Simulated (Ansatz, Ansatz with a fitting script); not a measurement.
# CdTe (F-43m): converging an RPA energy, part 4 of 4

Aim: see which settings move the RPA energy of CdTe (F-43m), and what they cost.

Ansatz 0.2.0; EXX+RPA on LDA, plane waves, norm-conserving pseudopotentials.

So far. Step 27 (k mesh, 5×5×5 mesh, cutoffs to 160 eV, 317 empty bands …): Extrapolated from these cutoffs, the correlation energy is -25.40 eV per atom (fit error 0.34); such a limit moves with the range of cutoffs. Step 28 (Wavefunction cutoff, 3×3×3 mesh, cutoffs to 160 eV, 302 …): Extrapolated from these cutoffs, the correlation energy is -25.52 eV per atom (fit error 0.34); such a limit moves with the range of cutoffs.

The database entry behind the starting cell differs from later determinations by our own check (an axis about 1.1 % short against later determinations), so it need not match the best structure at ambient conditions.

In doubt: RPA on norm-conserving files with a d shell is listed as unsure (step 29), so the values of those runs are not to be relied on.

## 29. Wavefunction cutoff, 3×3×3 mesh, cutoffs to 160 eV, 317 empty bands, volume +5 %

Input file input.yaml:

```yaml
crystal:
  lattice:
    - [0.0, 3.2575503236, 3.2575503236]
    - [3.2575503236, 0.0, 3.2575503236]
    - [3.2575503236, 3.2575503236, 0.0]
  atoms:
    - { symbol: Cd, position: [0.0, 0.0, 0.0] }
    - { symbol: Te, position: [0.75, 0.75, 0.75] }
kpoints:
  mp_grid: { grid: [3, 3, 3] }
hamiltonian:
  xc: lda
  pseudopotentials: { kind: nc, xc_functional: pbe }
scf:
  occupations: { method: fixed }
  lower_state_search: "off"
  convergence: { dr2_threshold: 1.0e-09 }
output:
  rpa_energy:
    ecut_chi_ladder: [96, 112, 128, 144, 160]
    long_wavelength: optical_limit
    n_empty_bands: 317
basis:
  ecutwfc: 1456
  xc_grid: 3
```

Launch:

```bash
$ ansatz run input.yaml --threads 4 --pin off --max-ram 18432MiB --backend cpu --events-out ev --progress --plain --runs-dir out
```

Output:

```text
[...]
Crystal: 2 atoms, lattice volume = 69.136 Å³
Basis set: ecut = 1456 eV, 8657 PW (Γ), exchange–correlation on 180×180×180 points (27 copies of the dense FFT grid, shifted against one another)
Bands: 22, of which v1, the nominal top of the filled ones, is band 18 counted from 1 (17 counted from 0)
Symmetry: 24 space group operations
[...]
k-points: 4 of 27 (time reversal used)
[...]
E_c(E_cut→∞)            =       -50.901128 ± 0.687621 eV  (E_cut^-3/2 fit over 5 rungs)
[...]
( 0.0000,  0.0000,  0.3333)    0.55680     0.057244           0.054369   0.030221
    ( 0.0000,  0.3333,  0.3333)    0.64294     0.074719           0.070899   0.040478
    ( 0.0000,  0.3333, -0.3333)    0.90925     0.127246           0.119698   0.076284
  core–valence xc dropped  : E_EXX =     -6922.390527 eV   E_EXX+RPA =     -6973.291655 eV
  core–valence xc semilocal: E_EXX =     -7634.399332 eV   E_EXX+RPA =     -7685.300460 eV
[key lines of the parts left out:]
SCF converged after 8 iterations
Free energy (F): -7715.768671 eV
Fermi energy:    7.116378 eV
```

Elapsed: 67 s, on 4 threads of Arm Neoverse V1, shared host; peak memory 3.2 GiB.

Numbers from this step:

| Property | Result |
| --- | --- |
| exact exchange energy | -595.8715 eV |
| RPA correlation energy | -50.9011 eV |

Extrapolated from these cutoffs, the correlation energy is -25.45 eV per atom (fit error 0.34); such a limit moves with the range of cutoffs.

## 30. The runs together

Expansion by 5 % in volume. Ladder, by row:

| changed | top response cutoff (eV) | empty bands | k mesh | long-wave term | wavefunction cutoff (eV) | box ratio | Ec extrapolated (eV/atom) | fit error (eV/atom) | Ec at the top rung (eV/atom) | change of Ec on expansion, extrapolated (meV/atom) | the same at one sphere-equivalent cutoff (meV/atom) | change of EXX (meV/atom) | wall time (s) | peak host memory (GiB) |
| --- | --- | --- | --- | --- | --- | --- | --- | --- | --- | --- | --- | --- | --- | --- |
| base | 160 | 302 | 3x3x3 | optical_limit | 1120 | 4 | -25.5 | 0.3417 | -21.69 | 67.19 | 47.04 | -74.25 | 43 | 2.354 |
| response cutoff | 90 | 127 | 3x3x3 | optical_limit | 1120 | 4 | -20.23 | 0.4487 | -16.5 | 73.16 | 46.03 | -74.25 | 17.35 | 1.027 |
| response cutoff | 240 | 555 | 3x3x3 | optical_limit | 1120 | 4 | -28.27 | 0.2546 | -24.96 | 14.39 | 53.88 | -74.25 | 132.4 | 5.089 |
| bands | 160 | 27 | 3x3x3 | optical_limit | 1120 | 4 | -25.06 | 0.3232 | -21.36 | 30.96 | 14.96 | -74.25 | 13.68 | 0.533 |
| bands | 160 | 91 | 3x3x3 | optical_limit | 1120 | 4 | -25.4 | 0.34 | -21.59 | 70.86 | 49.9 | -74.25 | 18.95 | 0.81 |
| k mesh | 160 | 302 | 2x2x2 | optical_limit | 1120 | 4 | -26.06 | 0.314 | -22.23 | -93.04 | 36.38 | -107.1 | 15.14 | 1.217 |
| k mesh | 160 | 302 | 4x4x4 | optical_limit | 1120 | 4 | -25.51 | 0.3439 | -21.74 | 135.3 | 57.76 | -68.24 | 137.3 | 2.241 |
| long-wave term | 160 | 302 | 3x3x3 | neglected | 1120 | 4 | -25.3 | 0.3417 | -21.49 | 63.18 | 43.08 | -68.29 | 42.9 | 2.349 |
| response cutoff | 340 | 937 | 3x3x3 | optical_limit | 1120 | 4 | -30.13 | 0.2096 | -27.25 | 50.43 | 48.44 | -74.25 | 448.3 | 10.33 |
| bands | 160 | 730 | 3x3x3 | optical_limit | 1120 | 4 | -25.59 | 0.3409 | -21.76 | 69.89 | 48.86 | -74.25 | 137.5 | 6.946 |
| wavefunction cutoff | 160 | 302 | 3x3x3 | optical_limit | 784 | 4 | -25.56 | 0.3439 | -21.73 | 70.08 | 49.18 | -98.62 | 34.07 | 1.745 |
| pair-density box | 160 | 302 | 3x3x3 | optical_limit | 1120 | 2 | -25.5 | 0.3417 | -21.69 | 67.19 | 47.04 | -74.25 | 41.41 | 2.358 |
| k mesh | 160 | 302 | 5x5x5 | optical_limit | 1120 | 4 | -25.44 | 0.3515 | -21.71 | 40.03 | 52.11 | -67.06 | 343 | 2.312 |
| wavefunction cutoff | 160 | 302 | 3x3x3 | optical_limit | 1456 | 4 | -25.52 | 0.3421 | -21.7 | 67.4 | 47.17 | -74.12 | 61.68 | 2.968 |

## 31. What came out

| Item | Value |
| --- | --- |
| base settings | -25.504 eV/atom; on expansion +67 (extrapolated), +47 meV/atom (one cutoff); 43 s |
| a top cutoff of 90 eV | -20.229 eV/atom; on expansion +73 (extrapolated), +46 meV/atom (one cutoff); 17 s |
| a top cutoff of 240 eV | -28.270 eV/atom; on expansion +14 (extrapolated), +54 meV/atom (one cutoff); 132 s |
| 27 empty bands | -25.062 eV/atom; on expansion +31 (extrapolated), +15 meV/atom (one cutoff); 14 s |
| 91 empty bands | -25.401 eV/atom; on expansion +71 (extrapolated), +50 meV/atom (one cutoff); 19 s |
| the 2×2×2 mesh | -26.060 eV/atom; on expansion −93 (extrapolated), +36 meV/atom (one cutoff); 15 s |
| the 4×4×4 mesh | -25.510 eV/atom; on expansion +135 (extrapolated), +58 meV/atom (one cutoff); 137 s |
| the long-wave term left out | -25.302 eV/atom; on expansion +63 (extrapolated), +43 meV/atom (one cutoff); 43 s |
| a top cutoff of 340 eV | -30.129 eV/atom; on expansion +50 (extrapolated), +48 meV/atom (one cutoff); 448 s |
| 730 empty bands | -25.593 eV/atom; on expansion +70 (extrapolated), +49 meV/atom (one cutoff); 137 s |
| a wavefunction cutoff of 784 eV | -25.562 eV/atom; on expansion +70 (extrapolated), +49 meV/atom (one cutoff); 34 s |
| a box ratio of 2 | -25.504 eV/atom; on expansion +67 (extrapolated), +47 meV/atom (one cutoff); 41 s |
| the 5×5×5 mesh | -25.445 eV/atom; on expansion +40 (extrapolated), +52 meV/atom (one cutoff); 343 s |
| a wavefunction cutoff of 1456 eV | -25.518 eV/atom; on expansion +67 (extrapolated), +47 meV/atom (one cutoff); 62 s |

What this shows: With a top cutoff of 90 eV the extrapolated correlation energy moves by +5274 meV/atom, and its change on expansion at one cutoff by −1.0. With a top cutoff of 240 eV the extrapolated correlation energy moves by −2766 meV/atom, and its change on expansion at one cutoff by +6.8. With 27 empty bands the extrapolated correlation energy moves by +442 meV/atom, and its change on expansion at one cutoff by −32.1. With 91 empty bands the extrapolated correlation energy moves by +102 meV/atom, and its change on expansion at one cutoff by +2.9. With the 2×2×2 mesh the extrapolated correlation energy moves by −557 meV/atom, and its change on expansion at one cutoff by −10.7. With the 4×4×4 mesh the extrapolated correlation energy moves by −6 meV/atom, and its change on expansion at one cutoff by +10.7. With the long-wave term left out the extrapolated correlation energy moves by +201 meV/atom, and its change on expansion at one cutoff by −4.0. With a top cutoff of 340 eV the extrapolated correlation energy moves by −4625 meV/atom, and its change on expansion at one cutoff by +1.4. Over all rows the change on expansion by 5 % runs from −93 to +135 meV/atom when each cell is extrapolated apart and from +15 to +58 at one cutoff (95 % of each row's top rung, the same for both cells). The norm-conserving files of one element are unsure for RPA totals.

[Paths, hosts, dates, memory and timing lines, banners, echoed tables and standing remarks are left out of the program output.]

[Logs are printed without paths, hosts, clocks, repeated set-up lines and the standing remarks that a program may print on its own settings, such as how far it seeks lower states.]

[Runs of the session that timed out or met a known fault of the program may be left out.]

[Hosts, paths, dates, database ids (printed as entryN), source tags and the programs' standing remarks are cut or masked in the printed files.]
